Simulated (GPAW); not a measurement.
# Fe (Im-3m) in GPAW: notebook

The runs below take Fe through relaxation of cell and atoms, with PBEsol+D3, PBEsol+D3(BJ), PBEsol+D3(BJ)+ATM, PBEsol+D4.

Everything below comes from runs of GPAW 26.7.0. Logs are shortened: lines on timing, memory, paths and dates and some standing lists are left out, and cuts for length are marked. The log counts tension as positive stress, the text compression.

## 1. The structure

It takes space group Im-3m (No. 229, cubic). The conventional cell has a = 2.886 Å, b = 2.886 Å, c = 2.886 Å, α = 90.00°, β = 90.00°, γ = 90.00°. Fe (site symmetry m-3m) is surrounded by 8 Fe at 2.50 Å.

## 2. Relaxation of cell and atoms, PBEsol+D3, collinear spin, ferromagnetic start

The input, run.py:

```python
from ase import Atoms
from ase.calculators.mixing import SumCalculator
from ase.filters import FrechetCellFilter
from ase.io import write
from ase.optimize import BFGS
from dftd3.ase import DFTD3
from gpaw import GPAW, PW, setup_paths

setup_paths.insert(0, '.')

atoms = Atoms(['Fe'],
              cell=[[-1.443, 1.443, 1.443],
                    [1.443, -1.443, 1.443],
                    [1.443, 1.443, -1.443]],
              scaled_positions=[[0.0, 0.0, 0.0]],
              pbc=True)
atoms.set_initial_magnetic_moments([3.0])

calc = GPAW(mode=PW(600),
            xc='PBEsol',
            kpts={'size': (13, 13, 13), 'gamma': True},
            occupations={'name': 'fermi-dirac', 'width': 0.05},
            nbands=12,
            convergence={'density': 1e-05, 'forces': 0.0001},
            maxiter=150,
            txt='gpaw.txt')
atoms.calc = SumCalculator([calc, DFTD3(method='pbesol', damping='d3zero')])
opt = BFGS(FrechetCellFilter(atoms), trajectory='relax.traj', logfile='-')
done = opt.run(fmax=0.02, steps=60)
calc.write('gs.gpw')
write('result.traj', atoms)
print('Converged:', done)
print('Cell:', atoms.cell.cellpar().round(4))
print('Volume:', round(atoms.get_volume(), 4))
print(atoms.get_scaled_positions().round(5))
```

Potentials or basis: PAW data sets generated in the run's folder for this functional, pw.

Started as:

```
gpaw-setup -f PBEsol Fe
OMP_NUM_THREADS=1 python run.py
```

gpaw.txt:

```text
__  _  _
 | _ |_)|_||  |
 |__||  | ||/\| - 26.7.0

Input parameters:
  mode=PW(ecut=600.0),
  convergence={'density': 1e-05, 'forces': 0.0001},
  kpts=MonkhorstPack(size=(13, 13, 13), gamma=True),
  maxiter=150,
  nbands=12,
  occupations=Occupations(name='fermi-dirac', width=0.05),
  xc=XC(name='PBEsol')

Diagonalizing LCAO Hamiltonian
Converting LCAO to pw mode

       Fe

Atoms  # Å, Bohr magnetons
|   | symbol |        x |        y |        z |    initial magnetic moments |
|---|--------|----------|----------|----------|-----------------------------|
| 0 |     Fe | 0.000000 | 0.000000 | 0.000000 | ( 0.0000,  0.0000,  3.0000) |

Unit cell  # Å
| periodic |         x |         y |         z |  lengths |     angles |
|----------|-----------|-----------|-----------|----------|------------|
|      yes | -1.443000 |  1.443000 |  1.443000 | 2.499349 | 109.471221 |
|      yes |  1.443000 | -1.443000 |  1.443000 | 2.499349 | 109.471221 |
|      yes |  1.443000 |  1.443000 | -1.443000 | 2.499349 | 109.471221 |
[... 163 lines left out ...]
SCF iterations
|iter     | |      energy | eigst |  dens |force |  magmom |
|---------|-|-------------|-------|-------|------|---------|
|iter:   1| |   -9.512422 | +0.08 |       |      |  +3.0050|
|iter:   2| |   -9.509852 | -2.15 | -0.99 |      |  +2.9805|
|iter:   3| |   -9.559609 | -2.35 | -1.03 |      |  +2.7773|
|iter:   4| |   -9.589870 | -3.24 | -1.34 |      |  +2.6633|
|iter:   5| |   -9.617117 | -2.85 | -1.46 |      |  +2.4502|
|iter:   6| |   -9.620899 | -4.12 | -1.89 |      |  +2.3283|
|iter:   7| |   -9.621736 | -4.03 | -2.08 |      |  +2.2705|
|iter:   8| |   -9.621765c| -5.32 | -2.67 |      |  +2.2475|
|iter:   9| |   -9.621791c| -5.74 | -2.99 |      |  +2.2549|
|iter:  10| |   -9.621792c| -7.45c| -3.75 |      |  +2.2564|
|iter:  11| |   -9.621792c| -8.48c| -4.30 |      |  +2.2567|
|iter:  12| |   -9.621792c| -8.89c| -5.33c|      |  +2.2567|
|iter:  13| |   -9.621792c|-10.27c| -6.69c|-24.04c|  +2.2567|

Converged in 13 steps
Energy contributions relative to reference atoms: (reference = -34587.149600)

Energy contributions:
  Kinetic:           3.862601
  Coulomb:          -3.265923
  Zero:              0.057255
  External:          0.000000
  Xc:              -10.270691
  Entropy:          -0.010067
  Spinorbit:         0.000000
  ----------------------------
  Free energy:      -9.626825
  Extrapolated:     -9.621792
[... 30 lines left out ...]
Stress tensor  # eV/Ang^3
|         x |         y |         z |
|-----------|-----------|-----------|
|  0.099586 | -0.000000 | -0.000000 |
| -0.000000 |  0.099586 |  0.000000 |
| -0.000000 |  0.000000 |  0.099586 |

Forces  # eV/Ang
[... 259 lines left out ...]
|   | symbol |         x |        y |         z |    initial magnetic moments |
|---|--------|-----------|----------|-----------|-----------------------------|
| 0 |     Fe | -0.000000 | 0.000000 | -0.000000 | ( 0.0000,  0.0000,  2.1395) |

Unit cell  # Å
| periodic |         x |         y |         z |  lengths |     angles |
|----------|-----------|-----------|-----------|----------|------------|
|      yes | -1.380997 |  1.380997 |  1.380997 | 2.391957 | 109.471221 |
|      yes |  1.380997 | -1.380997 |  1.380997 | 2.391957 | 109.471221 |
|      yes |  1.380997 |  1.380997 | -1.380997 | 2.391957 | 109.471221 |
[... 163 lines left out ...]
SCF iterations
|iter     | |      energy | eigst |  dens |force |  magmom |
|---------|-|-------------|-------|-------|------|---------|
|iter:   1| |   -9.767128 | -1.08 |       |      |  +2.1155|
|iter:   2| |   -9.735075 | -3.45 | -1.11 |      |  +2.1102|
|iter:   3| |   -9.667170 | -2.22 | -1.18 |      |  +2.0697|
|iter:   4| |   -9.668822 | -3.64 | -1.96 |      |  +2.0571|
|iter:   5| |   -9.670864c| -3.10 | -2.08 |      |  +2.0243|
|iter:   6| |   -9.670863c| -5.46 | -2.73 |      |  +2.0208|
|iter:   7| |   -9.670896c| -5.40 | -3.07 |      |  +2.0164|
|iter:   8| |   -9.670895c| -7.95c| -3.68 |      |  +2.0164|
|iter:   9| |   -9.670894c| -7.80c| -3.92 |      |  +2.0163|
|iter:  10| |   -9.670895c| -9.11c| -5.32c|      |  +2.0163|
|iter:  11| |   -9.670895c| -9.51c| -5.59c|-24.91c|  +2.0164|

Converged in 11 steps
Energy contributions relative to reference atoms: (reference = -34587.149600)

Energy contributions:
  Kinetic:           9.499261
  Coulomb:          -7.806215
  Zero:              0.077796
  External:          0.000000
  Xc:              -11.437776
  Entropy:          -0.007922
  Spinorbit:         0.000000
  ----------------------------
  Free energy:      -9.674855
  Extrapolated:     -9.670895
[... 30 lines left out ...]
Stress tensor  # eV/Ang^3
|         x |         y |         z |
|-----------|-----------|-----------|
| -0.057777 |  0.000000 |  0.000000 |
|  0.000000 | -0.057777 |  0.000000 |
|  0.000000 |  0.000000 | -0.057777 |

Forces  # eV/Ang
|       x |       y |       z |
|---------|---------|---------|
| 0.00000 | 0.00000 | 0.00000 |  # Fe   0

Interpolating wave functions to new cell

       Fe

Atoms  # Å, Bohr magnetons
|   | symbol |         x |        y |         z |    initial magnetic moments |
|---|--------|-----------|----------|-----------|-----------------------------|
| 0 |     Fe | -0.000000 | 0.000000 | -0.000000 | ( 0.0000,  0.0000,  2.0345) |

Unit cell  # Å
| periodic |         x |         y |         z |  lengths |     angles |
|----------|-----------|-----------|-----------|----------|------------|
|      yes | -1.388773 |  1.388773 |  1.388773 | 2.405425 | 109.471221 |
|      yes |  1.388773 | -1.388773 |  1.388773 | 2.405425 | 109.471221 |
|      yes |  1.388773 |  1.388773 | -1.388773 | 2.405425 | 109.471221 |
[... 163 lines left out ...]
SCF iterations
|iter     | |      energy | eigst |  dens |force |  magmom |
|---------|-|-------------|-------|-------|------|---------|
|iter:   1| |   -9.684788 | -1.68 |       |      |  +2.0163|
|iter:   2| |   -9.682585 | -4.51 | -1.70 |      |  +2.0178|
|iter:   3| |   -9.678507 | -3.47 | -1.77 |      |  +2.0267|
|iter:   4| |   -9.678603 | -4.91 | -2.54 |      |  +2.0296|
|iter:   5| |   -9.678713c| -4.30 | -2.68 |      |  +2.0369|
|iter:   6| |   -9.678709c| -7.14 | -3.36 |      |  +2.0379|
|iter:   7| |   -9.678704c| -6.57 | -3.60 |      |  +2.0395|
|iter:   8| |   -9.678704c| -7.63c| -4.10 |      |  +2.0396|
|iter:   9| |   -9.678704c| -8.35c| -4.38 |      |  +2.0396|
|iter:  10| |   -9.678703c| -9.30c| -5.43c|      |  +2.0396|
|iter:  11| |   -9.678703c|-10.27c| -6.08c|-24.19c|  +2.0396|

Converged in 11 steps
Energy contributions relative to reference atoms: (reference = -34587.149600)

Energy contributions:
  Kinetic:           8.511875
  Coulomb:          -7.010649
  Zero:              0.075401
  External:          0.000000
  Xc:              -11.251064
  Entropy:          -0.008533
  Spinorbit:         0.000000
  ----------------------------
  Free energy:      -9.682970
  Extrapolated:     -9.678703
[... 30 lines left out ...]
Stress tensor  # eV/Ang^3
|         x |         y |         z |
|-----------|-----------|-----------|
| -0.030560 | -0.000000 | -0.000000 |
| -0.000000 | -0.030560 |  0.000000 |
| -0.000000 |  0.000000 | -0.030560 |

Forces  # eV/Ang
|        x |        y |       z |
|----------|----------|---------|
| -0.00000 | -0.00000 | 0.00000 |  # Fe   0

# Writing to gs.gpw (mode='')
```

Wall time 62 s (1 thread of Arm Neoverse V2, shared host); peak memory 0.19 GiB.

Results:

| Quantity | Value |
| --- | --- |
| Free energy | -9.9453 eV |
| Relaxed volume | 10.71 Å³/atom |
| Relaxed cell | a = 2.405 Å, b = 2.405 Å, c = 2.405 Å, α = 109.47°, β = 109.47°, γ = 109.47° |
| Space group after relaxing (to 0.05 Å) | Im-3m (No. 229) |
| Energy gained by relaxing | 94.7 meV/atom |
| Ionic steps | 4 |
| Pressure after relaxing | -0.3 GPa |
| Band gap on the k mesh | none (metal or under the smearing width) |
| Net moment | 2.04 μB per cell |
| Site moments | Fe +2.06 μB |
| Dispersion energy per atom | -0.262 eV |

The path:
| step | energy change (eV) | largest force (eV/Å) | pressure (GPa) | volume (Å³) |
| --- | --- | --- | --- | --- |
| 1 | 0.0000 | 0.0000 | -20.06 | 12.02 |
| 2 | -0.0750 | 0.0000 | -10.92 | 11.27 |
| 3 | -0.0928 | 0.0000 | 3.90 | 10.54 |
| 4 | -0.0947 | 0.0000 | -0.29 | 10.71 |

Final structure:
```
CELL_PARAMETERS angstrom
-1.38877 1.38877 1.38877
1.38877 -1.38877 1.38877
1.38877 1.38877 -1.38877
ATOMIC_POSITIONS crystal
Fe 0.00000 0.00000 0.00000
```

Levels at points of the mesh, in eV from the Fermi level:
Spin up:
```
           k point  band 3  band 4  band 5  band 6  band 7  band 8
(0.00, 0.00, 0.00)   -2.46   -2.46   -1.09   -1.09   25.20   25.20
```
Spin down:
| k point | band 1 | band 2 | band 3 | band 4 | band 5 | band 6 | band 7 |
| --- | --- | --- | --- | --- | --- | --- | --- |
| (0.00, 0.00, 0.00) | -8.79 | -0.70 | -0.70 | -0.70 | 1.44 | 1.44 | 25.32 |

Caveat: each step starts from the last one's moments, so a moment once lost doesn't come back; later steps reuse the first step's grids; pairwise dispersion overbinds metals, which lowers pressure and volume.

## 3. Relaxation of cell and atoms, PBEsol+D3(BJ), collinear spin, ferromagnetic start

run.py: that of step 2 with these lines changed.

```diff
@@ -26,3 +26,3 @@
             txt='gpaw.txt')
-atoms.calc = SumCalculator([calc, DFTD3(method='pbesol', damping='d3zero')])
+atoms.calc = SumCalculator([calc, DFTD3(method='pbesol', damping='d3bj')])
 opt = BFGS(FrechetCellFilter(atoms), trajectory='relax.traj', logfile='-')
```

Potentials or basis: PAW data sets generated in the run's folder for this functional, pw.

Started as:

```
gpaw-setup -f PBEsol Fe
OMP_NUM_THREADS=1 python run.py
```

It took 62 s on 1 thread of Arm Neoverse V2, shared host; peak memory 0.18 GiB.

Results (log left out):

```
Free energy                            : -10.0346 eV
Relaxed volume                         : 10.71 Å³/atom
Relaxed cell                           : a = 2.405 Å, b = 2.405 Å, c = 2.405 Å, α = 109.47°, β = 109.47°, γ = 109.47°
Space group after relaxing (to 0.05 Å) : Im-3m (No. 229)
Energy gained by relaxing              : 95.3 meV/atom
Ionic steps                            : 4
Pressure after relaxing                : -0.3 GPa
Band gap on the k mesh                 : none (metal or under the smearing width)
Net moment                             : 2.04 μB per cell
Site moments                           : Fe +2.06 μB
Dispersion energy per atom             : -0.352 eV
```

Step by step:
```csv
step,energy change (eV),largest force (eV/Å),pressure (GPa),volume (Å³)
1,0.0000,0.0000,-20.15,12.02
2,-0.0755,0.0000,-10.93,11.26
3,-0.0934,0.0000,3.80,10.53
4,-0.0953,0.0000,-0.28,10.71
```

Final structure:
```xyz
1
Lattice="-1.3886 1.3886 1.3886 1.3886 -1.3886 1.3886 1.3886 1.3886 -1.3886" Properties=species:S:1:pos:R:3 pbc="T T T"
Fe    0.0000    0.0000    0.0000
```

Levels at points of the mesh, in eV from the Fermi level:
Spin up:
| k point | band 1 | band 2 | band 3 | band 4 | band 5 | band 6 | band 7 | band 8 |
| --- | --- | --- | --- | --- | --- | --- | --- | --- |
| (0.00, 0.00, 0.00) | -9.04 | -2.46 | -2.46 | -2.46 | -1.09 | -1.09 | 25.20 | 25.20 |
Spin down:
| k point | band 1 | band 2 | band 3 | band 4 | band 5 | band 6 | band 7 | band 8 |
| --- | --- | --- | --- | --- | --- | --- | --- | --- |
| (0.00, 0.00, 0.00) | -8.79 | -0.70 | -0.70 | -0.70 | 1.44 | 1.44 | 25.32 | 25.32 |

Caveat: each step starts from the last one's moments, so a moment once lost doesn't come back; later steps reuse the first step's grids; pairwise dispersion overbinds metals, which lowers pressure and volume.

## 4. Relaxation of cell and atoms, PBEsol+D3(BJ)+ATM, collinear spin, ferromagnetic start

run.py: that of step 3 with these lines changed.

```diff
@@ -26,3 +26,3 @@
             txt='gpaw.txt')
-atoms.calc = SumCalculator([calc, DFTD3(method='pbesol', damping='d3bj')])
+atoms.calc = SumCalculator([calc, DFTD3(damping='d3bj', params_tweaks=dict(method='pbesol', atm=True))])
 opt = BFGS(FrechetCellFilter(atoms), trajectory='relax.traj', logfile='-')
```

Started as:

```
gpaw-setup -f PBEsol Fe
OMP_NUM_THREADS=1 python run.py
```

It took 64 s on 1 thread of Arm Neoverse V2, shared host; peak memory 0.19 GiB.

It converged, with:

```
Free energy                            : -9.9977 eV
Relaxed volume                         : 10.76 Å³/atom
Relaxed cell                           : a = 2.409 Å, b = 2.409 Å, c = 2.409 Å, α = 109.47°, β = 109.47°, γ = 109.47°
Space group after relaxing (to 0.05 Å) : Im-3m (No. 229)
Energy gained by relaxing              : 87.8 meV/atom
Ionic steps                            : 4
Pressure after relaxing                : -0.2 GPa
Band gap on the k mesh                 : none (metal or under the smearing width)
Net moment                             : 2.05 μB per cell
Site moments                           : Fe +2.07 μB
Dispersion energy per atom             : -0.313 eV
```

Step by step:
```
step  energy change (eV)  largest force (eV/Å)  pressure (GPa)  volume (Å³)
   1              0.0000                0.0000          -19.37        12.02
   2             -0.0697                0.0000          -10.46        11.29
   3             -0.0861                0.0000            3.54        10.59
   4             -0.0878                0.0000           -0.23        10.76
```

Final structure:
```
Fe
1.0
    -1.39061    1.39061    1.39061
     1.39061   -1.39061    1.39061
     1.39061    1.39061   -1.39061
Fe
1
Cartesian
  0.0000 0.0000 0.0000
```

Levels at points of the mesh, in eV from the Fermi level:
Spin up:
| k point | band 3 | band 4 | band 5 | band 6 | band 7 | band 8 |
| --- | --- | --- | --- | --- | --- | --- |
| (0.00, 0.00, 0.00) | -2.45 | -2.45 | -1.09 | -1.09 | 25.21 | 25.21 |
Spin down:
```
           k point  band 1  band 2  band 3  band 4  band 5  band 6  band 7
(0.00, 0.00, 0.00)   -8.76   -0.68   -0.68   -0.68    1.45    1.45   25.28
```

Caveat: each step starts from the last one's moments, so a moment once lost doesn't come back; later steps reuse the first step's grids; pairwise dispersion overbinds metals, which lowers pressure and volume.

## 5. Relaxation of cell and atoms, PBEsol+D4, collinear spin, ferromagnetic start

run.py: that of step 4 with these lines changed.

```diff
@@ -5,3 +5,3 @@
 from ase.optimize import BFGS
-from dftd3.ase import DFTD3
+from dftd4.ase import DFTD4
 from gpaw import GPAW, PW, setup_paths
@@ -26,3 +26,3 @@
             txt='gpaw.txt')
-atoms.calc = SumCalculator([calc, DFTD3(damping='d3bj', params_tweaks=dict(method='pbesol', atm=True))])
+atoms.calc = SumCalculator([calc, DFTD4(method='pbesol')])
 opt = BFGS(FrechetCellFilter(atoms), trajectory='relax.traj', logfile='-')
```

Started as:

```
gpaw-setup -f PBEsol Fe
OMP_NUM_THREADS=1 python run.py
```

Run time: 68 s. Hardware: 1 thread of Arm Neoverse V2, shared host; peak memory 0.18 GiB.

It converged, with:

```yaml
Free_energy: -9.8982 eV
Relaxed_volume: 10.81 Å³/atom
Relaxed_cell: a = 2.413 Å, b = 2.413 Å, c = 2.413 Å, α = 109.47°, β = 109.47°, γ = 109.47°
Space_group_after_relaxing_to_0.05_Å: Im-3m (No. 229)
Energy_gained_by_relaxing: 79.1 meV/atom
Ionic_steps: 4
Pressure_after_relaxing: -0.2 GPa
Band_gap_on_the_k_mesh: none (metal or under the smearing width)
Net_moment: 2.05 μB per cell
Site_moments: Fe +2.07 μB
Dispersion_energy_per_atom: -0.213 eV
```

Step by step:
```tsv
step	energy change (eV)	largest force (eV/Å)	pressure (GPa)	volume (Å³)
1	0.0000	0.0000	-18.34	12.02
2	-0.0625	0.0000	-9.93	11.33
3	-0.0775	0.0000	3.31	10.65
4	-0.0791	0.0000	-0.18	10.81
```

Final structure:
```
CELL_PARAMETERS angstrom
-1.39299 1.39299 1.39299
1.39299 -1.39299 1.39299
1.39299 1.39299 -1.39299
ATOMIC_POSITIONS crystal
Fe 0.00000 0.00000 0.00000
```

Levels at points of the mesh, in eV from the Fermi level:
Spin up:
```csv
k point,band 3,band 4,band 5,band 6,band 7,band 8
"(0.00, 0.00, 0.00)",-2.44,-2.44,-1.09,-1.09,25.22,25.22
```
Spin down:
```csv
k point,band 1,band 2,band 3,band 4,band 5,band 6
"(0.00, 0.00, 0.00)",-8.73,-0.66,-0.66,-0.66,1.46,1.46
```

Caveat: each step starts from the last one's moments, so a moment once lost doesn't come back; later steps reuse the first step's grids; pairwise dispersion overbinds metals, which lowers pressure and volume.

## 6. The runs side by side

```csv
level,gap on the mesh (eV),pressure (GPa),moment (μB),relaxed volume (Å³/atom)
PBEsol+D3,none,-0.3,2.04,10.71
PBEsol+D3(BJ),none,-0.3,2.04,10.71
PBEsol+D3(BJ)+ATM,none,-0.2,2.05,10.76
PBEsol+D4,none,-0.2,2.05,10.81
```

Alike in all rows: task relaxation of cell and atoms; potentials or basis PAW data sets generated in the run's folder for this functional, pw; spin collinear, ferromagnetic start; cell relaxed; k mesh 13 × 13 × 13; cutoff (eV) 600; smearing fermi-dirac 0.05 eV.

Caveats: each step starts from the last one's moments, so a moment once lost doesn't come back; later steps reuse the first step's grids; pairwise dispersion overbinds metals, which lowers pressure and volume.

Total energies depend on the potentials used, so only differences within one code and one set of settings carry meaning.
